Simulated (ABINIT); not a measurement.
An input for ABINIT 10.8.3 (TePb (Fm-3m)):

```
acell 3*1.0 Angstrom
rprim 
  -0.000000000000 3.231000000000 3.231000000000
  3.231000000000 0.000000000000 3.231000000000
  3.231000000000 3.231000000000 0.000000000000
ntypat 2
znucl 52 82
natom 2
typat 1 2
xred 
  0.500000000000 0.500000000000 0.500000000000
  0.000000000000 0.000000000000 0.000000000000
pp_dirpath "pseudos"
pseudos "Te.upf, Pb.upf"
ecut 20
ngkpt 4 4 4
nshiftk 1
shiftk 0 0 0
kptopt 1
chksymbreak 0
istwfk *1
occopt 1
irdwfk 1
optdriver 3
nband 124
ecuteps 6
inclvkb 2
awtr 1
symchi 1
indata_prefix "in"
outdata_prefix "out"
tmpdata_prefix "tmp"
```

```sh
OMP_NUM_THREADS=1 mpirun -n 8 abinit run.abi > log
```

Q: Estimate wall time and host memory on 8 MPI ranks of Intel Xeon Platinum 8488C (Sapphire Rapids), shared host.

It took 21 s; on shared hardware allow 10 s to 42 s. Peak host memory was 1.3 GiB.

[Paths, hosts, dates, memory and timing lines, banners, echoed tables and standing remarks are left out of the program output.]

[Logs are printed without paths, hosts, clocks, repeated set-up lines and the standing remarks that a program may print on its own settings, such as how far it seeks lower states.]

[Runs of the session that timed out or met a known fault of the program may be left out.]

[Hosts, paths, dates, database ids (printed as entryN), source tags and the programs' standing remarks are cut or masked in the printed files.]

[G0W0 gaps are taken among the corrected bands and points alone; a level outside them can change the order at an edge.]

[Where Ansatz stands beside ABINIT at settings called matched, ABINIT's density can come from a denser mesh and the files from another edition; pairs whose starting gaps differed by over 0.03 eV were left out, so agreement reads better than it is.]
